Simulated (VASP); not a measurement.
# InP (F-43m) in VASP: further runs, part 2 of 2

VASP 6.6.1.

### 3 Relaxation of the atoms, PBEsol (strained cell)

The input, INCAR:

```
ALGO     = Normal         # electronic algorithm
EDIFF    = 1E-7           # SCF threshold, eV
EDIFFG   = -0.002         # ionic threshold
ENCUT    = 520            # plane-wave cutoff, eV
GGA      = PS             # functional
IBRION   = 2              # ionic algorithm
ISIF     = 2              # what is computed and relaxed
ISMEAR   = 0              # smearing method
LASPH    = T              # aspherical terms in the spheres
LCHARG   = F              # write CHGCAR
LREAL    = F              # projectors in reciprocal space
LWAVE    = F              # write WAVECAR
NELM     = 100            # most SCF steps
NSW      = 60             # ionic steps
PREC     = Accurate       # precision mode
SIGMA    = 0.02           # smearing width, eV
```

The input, KPOINTS:

```
k-points
0
Gamma
  10 10 10
```

The input, POSCAR:

```
InP
1.0
    0.0000000000      2.9097962392      2.9097962392
    2.9097962392      0.0000000000      2.9097962392
    2.9097962392      2.9097962392      0.0000000000
In P
1 1
Direct
    0.0000000000      0.0000000000      0.0000000000
    0.2500000000      0.2500000000      0.2500000000
```

Potentials or basis: VASP PAW PBE potentials, release 64 (In_d, P).

Launch:

```sh
> cat potpaw_PBE.64/In_d/POTCAR potpaw_PBE.64/P/POTCAR > POTCAR
> mpirun -np 1 vasp_std > vasp.out
```

OUTCAR:

```text
EDIFF = 1E-7
   EDIFFG = -0.002
   ENCUT = 520
   GGA = PS
   IBRION = 2
   ISIF = 2
   ISMEAR = 0
   LASPH = T
   LREAL = F
   NELM = 100
   NSW = 60
   PREC = Accurate

 ion  position               nearest neighbor table
   1  0.000  0.000  0.000-   2 2.52   2 2.52   2 2.52   2 2.52
   2  0.250  0.250  0.250-   1 2.52   1 2.52   1 2.52   1 2.52

  LATTYP: Found a face centered cubic cell.
 ALAT       =     5.8195924784

  Lattice vectors:

 A1 = (   0.0000000000,   2.9097962392,   2.9097962392)
 A2 = (   2.9097962392,   0.0000000000,   2.9097962392)
 A3 = (   2.9097962392,   2.9097962392,   0.0000000000)

Analysis of symmetry for initial positions (statically):
=====================================================================
 Subroutine PRICEL returns:
 Original cell was already a primitive cell.

 Routine SETGRP: Setting up the symmetry group for a
 face centered cubic supercell.

 Subroutine GETGRP returns: Found 24 space group operations
 (whereof 24 operations were pure point group operations)
 out of a pool of 48 trial point group operations.

The static configuration has the point symmetry T_d .

[... 177 lines left out ...]
      7       5.3274      2.00000
      8       5.3274      2.00000
      9       5.3274      2.00000
     10       6.0565      0.00000
     11       9.3417      0.00000
     12       9.3417      0.00000
     13       9.3417      0.00000
[... 354 lines left out ...]
  band No.  band energies     occupation
      1      -9.0314      2.00000
      2      -8.7842      2.00000
      3      -8.7803      2.00000
      4      -8.7417      2.00000
      5      -8.6727      2.00000
      6      -4.6186      2.00000
      7       0.4900      2.00000
      8       3.0318      2.00000
      9       3.3146      2.00000
     10       7.4445      0.00000
     11       8.2979      0.00000
     12      12.1712      0.00000
     13      12.8455      0.00000

 [... further k-points ...]

------------------------ aborting loop because EDIFF is reached ----------------------------------------

  FORCE on cell =-STRESS in cart. coord.  units (eV):
  Direction    XX          YY          ZZ          XY          YZ          ZX
  --------------------------------------------------------------------------------------
  -------------------------------------------------------------------------------------
  Total        0.6592360      0.6592360      0.6592360      0.0000000      0.0000000     -0.0000000
  in kB       21.4355071     21.4355071     21.4355071      0.0000000      0.0000000     -0.0000000
  external PRESSURE =      21.4355071 kB  Pullay stress =       0.0000000 kB

 VOLUME and BASIS-vectors are now :
 -----------------------------------------------------------------------------
  energy-cutoff  :      520.00
  volume of cell :       49.27
      direct lattice vectors                 reciprocal lattice vectors
     0.000000000  2.909796239  2.909796239    -0.171833338  0.171833338  0.171833338
     2.909796239  0.000000000  2.909796239     0.171833338 -0.171833338  0.171833338
     2.909796239  2.909796239  0.000000000     0.171833338  0.171833338 -0.171833338

 POSITION                                       TOTAL-FORCE (eV/Angst)
 -----------------------------------------------------------------------------------
      0.00000      0.00000      0.00000        -0.000000     -0.000000     -0.000000
      1.45490      1.45490      1.45490         0.000000      0.000000      0.000000
 -----------------------------------------------------------------------------------
    total drift:                                0.000000      0.000000      0.000000

  FREE ENERGIE OF THE ION-ELECTRON SYSTEM (eV)
  ---------------------------------------------------
  free  energy   TOTEN  =        -9.1465072821 eV

  energy  without entropy=       -9.1465072821  energy(sigma->0) =       -9.14650728

 reached required accuracy - stopping structural energy minimisation
```

Wall time 35 s (1 thread of Intel Xeon Platinum 8259CL at 2.50GHz (Skylake/Cascade Lake), shared host); peak memory 0.19 GiB.

Results:

```yaml
Free_energy: -9.1465 eV
Pressure_after_relaxing: 2.1 GPa
Band_gap_on_the_k_mesh: 0.73 eV, direct
```

Final structure:
```
CELL_PARAMETERS angstrom
0.00000 2.90980 2.90980
2.90980 0.00000 2.90980
2.90980 2.90980 0.00000
ATOMIC_POSITIONS crystal
In 0.00000 0.00000 0.00000
P 0.25000 0.25000 0.25000
```

Levels at points of the mesh, in eV from the valence-band top:
```csv
k point,band 6,band 7,band 8,band 9,band 10,band 11,band 12,band 13
"(0.00, 0.00, 0.00)",-11.70,0.00,0.00,0.00,0.73,4.01,4.01,4.01
"(0.50, 0.00, 0.00)",-9.87,-5.92,-1.02,-1.02,1.45,4.74,4.74,6.99
"(0.50, 0.50, 0.00)",-9.19,-5.91,-2.43,-2.43,1.59,2.16,9.23,9.67
```

Caveat: the relaxation stopped at its first step, so nothing moved; the PAW data sets were made with another functional, which shifts forces and pressure a little; spin-orbit coupling is left out, which moves the levels of the heavy elements.
